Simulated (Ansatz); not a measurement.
**Ga2O3, relaxed**

Aim: in Ga2O3, a database entry, slightly rescaled, relax the atoms in a fixed cell, then read levels, charges and fields where it ends.

Program: Ansatz 0.2.0. Level of theory: DFT, PBE, no spin polarisation, plane waves, PAW. These are calculated values, not measurements.

### Step 1. The system as given

Symmetry: R-3c, No. 167, trigonal system. The conventional cell has a = 4.954 Å, b = 4.954 Å, c = 13.355 Å, α = 90.00°, β = 90.00°, γ = 120.00°. Ga (site symmetry 3) has 6 O at 1.91 to 2.06 Å as nearest neighbours. O (site symmetry 2) is surrounded by 4 Ga at 1.91 to 2.06 Å.

The coordinates stand in the input below.

It starts from an earlier solution of the starting cell (checkpoint.read).

### Step 2. The walk to rest

Input file input.yaml:

```yaml
crystal:
  lattice:
    - [2.476872, 4.290067, 0.0]
    - [-2.476872, 4.290067, 0.0]
    - [-2.476872, 1.430019, 4.451828]
  atoms:
    - { symbol: Ga, position: [0.3554, 0.2892, 0.0662] }
    - { symbol: Ga, position: [0.1446, 0.7108, 0.4338] }
    - { symbol: Ga, position: [0.6446, 0.7108, 0.9338] }
    - { symbol: Ga, position: [0.8554, 0.2892, 0.5662] }
    - { symbol: O, position: [0.5549, 0.1951, 0.75] }
    - { symbol: O, position: [0.25, 0.8049, 0.75] }
    - { symbol: O, position: [0.9451, 0.5, 0.75] }
    - { symbol: O, position: [0.4451, 0.8049, 0.25] }
    - { symbol: O, position: [0.75, 0.1951, 0.25] }
    - { symbol: O, position: [0.0549, 0.5, 0.25] }
  symmetry: { tolerance: 0.0003 }
kpoints:
  mp_grid: { grid: [6, 6, 6], shift: [0, 0, 0] }
magnetization:
  spin_polarized: false
scf:
  occupations: { method: fermi_dirac }
  lower_state_search: "off"
hamiltonian:
  pseudopotentials: { kind: paw }
  xc: pbe
basis:
  ecutwfc: 420
  fft_grid_basis: typed
relax:
  max_steps: 60
  f_tol: 0.03
output:
  forces: true
  stress: true
  eigenvalues: true
  bader: true
  populations: true
  elf: true
  write_potential: true
  volumetric_format: npy
  dos:
    e_range: [-12, 8]
    de: 0.05
    projected: { site_lists: { Ga: [Ga], O: [O] } }
checkpoint:
  read: saved_state
```

The run is started by

```console
ansatz run input.yaml --threads 2 --pin off --max-ram 2560MiB --backend cpu --events-out ev --progress --plain --runs-dir out
```

Output, cut to the lines that bear on the results:

```text
Warning: crystal.lattice misses the space group found at crystal.symmetry.tolerance 3.0e-4 in a digit that the deck types, which is why this is a warning: making the lattice exact moves one of its numbers by a whole unit of that number's last typed decimal, or more. The operation that it [...]
Warning: output.stress: scf.convergence.dr2_threshold = 1e-7 eV (the SCF's general default) is looser than the 1e-9 eV advised for a printed stress (1e-10 eV for each atom of the cell: 10). What an SCF threshold leaves in a stress goes as its square root, and in the free energy as the [...]
Warning: checkpoint.read: basis.xc_grid differs: saved 1, current 2 (points along each axis for each point of the dense box; where the key is left out runs that use forces, runs that use the stress, dielectric runs by a finite field, finite-displacement phonons, runs of [...]
Warning: RAYON_NUM_THREADS=2 ignored (pool sized by the plan → 2); use --threads N
[...]
Pseudopotentials: kind: paw
Pseudopotential: Ga, paw, valence charge 13, recommended cutoff 420 eV (normal), Ga.paw.azcp
Pseudopotential: O, paw, valence charge 6, recommended cutoff 420 eV (normal), O.paw.azcp
Functional definition: PBE
[...]
Crystal: 10 atoms, lattice volume = 94.610 Å³
Basis set: ecut = 420 eV, 1851 PW (Γ), exchange–correlation on 72×72×72 points (8 copies of the dense FFT grid, shifted against one another)
Bands: 54, of which v1, the nominal top of the filled ones, is band 44 counted from 1 (43 counted from 0)
Symmetry: 12 space group operations
Space group: R-3c (ITA 167), of the structure as read, at distance tolerance 1.4e-3 Å
k-points: 32 of 216
[...]
SCF iter   1: F=—  HF=-18539.558856 eV  |F-HF|=—  |Δ(HF+E_count)|=         —  Δρ=8.33e-4  dr2=4.07e-4  ethr=5.40e-7  ⟨swp⟩=3.0  Hψ=10014  notcnv=0
[...]
relax step   1: F+E_penalty+E_count = -18539.55961386 eV  Δ(F+E_penalty+E_count) = +0.000e0 eV  max|allowed force component| = 1.420e-1 eV/Å  Δτ_max = 0.0000 Å  (6 SCF iters, accepted)
[...]
SCF iter   3: F=—  HF=-18539.563355 eV  |F-HF|=—  |Δ(HF+E_count)|=   5.69e-5  Δρ=8.15e-5  dr2=6.47e-6  ethr=3.33e-7  ⟨swp⟩=2.0  Hψ=2243  notcnv=0  defer=130
```

### Step 3. The log goes on

Output, continued, cut to the lines that bear on the results:

```text
SCF iter   4: F=—  HF=-18539.563358 eV  |F-HF|=—  |Δ(HF+E_count)|=   3.31e-6  Δρ=6.39e-5  dr2=3.04e-6  ethr=1.43e-9  ⟨swp⟩=14.5  Hψ=15597  notcnv=0
[...]
relax step   2: F+E_penalty+E_count = -18539.56335698 eV  Δ(F+E_penalty+E_count) = -3.743e-3 eV  max|allowed force component| = 3.096e-2 eV/Å  Δτ_max = 0.0071 Å  (5 SCF iters, dr2 threshold 1.26e-6 eV, accepted)
[...]
relax step   3: F+E_penalty+E_count = -18539.56348665 eV  Δ(F+E_penalty+E_count) = -1.297e-4 eV  max|allowed force component| = 1.139e-2 eV/Å  Δτ_max = 0.0015 Å  (4 SCF iters, accepted)
SCF converged after 4 iterations
Free energy (F): -18539.563487 eV
[...]
E sigma→0 (E₀):  -18539.563487 eV
Entropy (-TS):   -0.000000 eV (-0.000 meV/atom)
Fermi energy:    11.256302 eV
[...]
--- Forces (eV/Å), atoms counted from 1 ---
  atom   1  Ga     0.00000000     0.00000000    -0.01138517
[...]
    - { symbol: O, position: [0.7499999999999999, 0.19682422317449166, 0.24999999999999994] }
    - { symbol: O, position: [0.05317577682550825, 0.5, 0.24999999999999997] }
--- Löwdin populations: 10 sites ---
  site symbol       q [e]
     0     Ga     11.9728
     1     Ga     11.9728
     2     Ga     11.9728
     3     Ga     11.9728
     4      O      6.6411
     5      O      6.6411
     6      O      6.6411
     7      O      6.6411
     8      O      6.6411
     9      O      6.6411
  spilling = 0.002979 (of n_electrons = 88.000000)
--- Bader charges: 10 sites ---
  site symbol  charge [e]  shift [e]
     0     Ga      1.9182     0.0121
     1     Ga      1.9182     0.0121
     2     Ga      1.9182     0.0121
     3     Ga      1.9182     0.0121
     4      O     -1.2788     0.0080
     5      O     -1.2788     0.0080
     6      O     -1.2788     0.0080
     7      O     -1.2788     0.0080
     8      O     -1.2788     0.0080
     9      O     -1.2788     0.0080
  estimated error of the sums over rays = 4.3e-4 e
```

It took 54 s on 2 threads of Arm Neoverse V2, shared host; peak memory 0.46 GiB.

The steps of the relaxation:

| step | energy from step 1 (eV/cell) | largest force component (eV/Å) |
| --- | --- | --- |
| 1 | 0.0000 | 0.1420 |
| 2 | -0.0037 | 0.0310 |
| 3 | -0.0039 | 0.0114 |

Step 1 is the start.

The largest move, 0.01 Å, is shared by several atoms, O7 among them.

### Step 4. Total and projected density of states

States per cell by energy window, from dos.tsv and pdos.tsv (tetrahedra; eV from the Fermi level):

```csv
from,to,total,Ga s,Ga p,O p
-6.0,-5.5,2.84,0.12,0.47,2.07
-5.5,-5.0,1.92,0.06,0.30,1.44
-5.0,-4.5,2.51,0.10,0.32,1.96
-4.5,-4.0,2.55,0.07,0.30,2.07
-4.0,-3.5,2.30,0.04,0.21,1.94
-3.5,-3.0,3.36,0.04,0.24,2.95
-3.0,-2.5,3.89,0.03,0.18,3.53
-2.5,-2.0,6.05,0.02,0.10,5.70
-2.0,-1.5,2.23,0.00,0.01,2.14
-1.5,-1.0,0.00,0.00,0.00,0.00
-1.0,-0.5,0.00,0.00,0.00,0.00
-0.5,0.0,0.00,0.00,0.00,0.00
0.0,0.5,0.00,0.00,0.00,0.00
0.5,1.0,0.00,0.00,0.00,0.00
1.0,1.5,0.00,0.00,0.00,0.00
1.5,2.0,0.02,0.01,0.00,0.00
2.0,2.5,0.06,0.03,0.00,0.01
2.5,3.0,0.10,0.04,0.01,0.02
3.0,3.5,0.16,0.06,0.02,0.04
3.5,4.0,0.25,0.09,0.03,0.07
```

On the mesh the valence top lies at -1.72 eV and the conduction bottom at 1.33 eV on this scale.

### Step 5. Charges

Gathered by element (positive charge: electrons given up): Löwdin charges also hold the electrons that the projection spills.

| element | atoms | Bader charge (e) | Bader volume (Å³) | Löwdin charge (e) |
| --- | --- | --- | --- | --- |
| Ga | 4 | +1.92 | 7.2 | +1.03 |
| O | 6 | -1.28 | 10.9 | -0.64 |

The Löwdin projection spills 0.3 % of the electrons and depends on the orbitals chosen; where it disagrees with Bader's partition, neither is an observable.

### Step 6. Maps of the fields

Maps in the plane spanned by a and b at height 0.750 along c (axes of the input's cell), one cell: a runs left to right (15 points from zero), b bottom to top (15 points), 60° apart. Inside the augmentation spheres the fields are the smooth ones.

Valence density. Ten steps from '0' (0.07 e/Å³) to '9' (7.57 e/Å³), finer at the low end (step k begins (100^(k/10) - 1)/99 of the way up):
```
357764233332101
258996434431000
137998533432100
124798643333332
312467532234554
632234321024688
963222210013699
974222210002489
875223443101357
554223576421234
332113689853333
321002589974344
321001369985334
332100246765323
344431123443212
```

ELF. Ten even steps from '0' (0.03) to '9' (0.83):
```
489997211222100
389689611111000
069628931111100
018978961112552
402899962115998
950156641027999
894001100006973
597101100003894
998203665200499
997105999841137
454104987993112
111003882597111
110000698699211
123200269998411
258751014786311
```

Atoms within 0.2 Å of the plane, in fractions of a and b: O at (0.55, 0.20), O at (0.25, 0.80), O at (0.95, 0.50).

At the density minimum on some short contacts:

| contact | length (Å) | minimum at (fraction) | density (e/Å³) | ELF |
| --- | --- | --- | --- | --- |
| Ga1–O8 | 1.912 | deep in a PAW sphere | – | – |

```
fraction  Ga1–O8
     0.2    11.1
     0.3    2.38
     0.4   0.846
     0.5   0.715
     0.6    1.11
     0.7    2.33
     0.8     4.7
```

(Smooth valence density in e/Å³ at fractions of each contact.)

### Step 7. Summary of results

```
                            quantity                value
                               moves                    2
                       energy gained         0.4 meV/atom
                        largest move           0.01 Å (O)
space group (0.01 Å), before / after          R-3c / R-3c
     pressure left in the fixed cell             14.2 GPa
                          gap (mesh)    3.05 eV, indirect
                    least direct gap              3.31 eV
                       Bader charges  Ga +1.92, O -1.28 e
```

In words: In the fixed cell the largest move of an atom is 0.01 Å. The fixed cell still holds a mean pressure of 14.2 GPa, so it would expand if let free. The run held to 12 symmetry operations, so a lower structure without them is not ruled out. There is a gap of 3.05 eV, with the least direct gap at 3.31 eV; within 0.7 eV of the edges the states project mainly on O p (95 %) below and Ga s (50 %) and O s (35 %) above. A semilocal functional usually gives too small a gap. Ga loses most charge (+1.92 e on average) and O gains most (-1.28 e).

Keep in mind: the SCF threshold is loose for a stress.
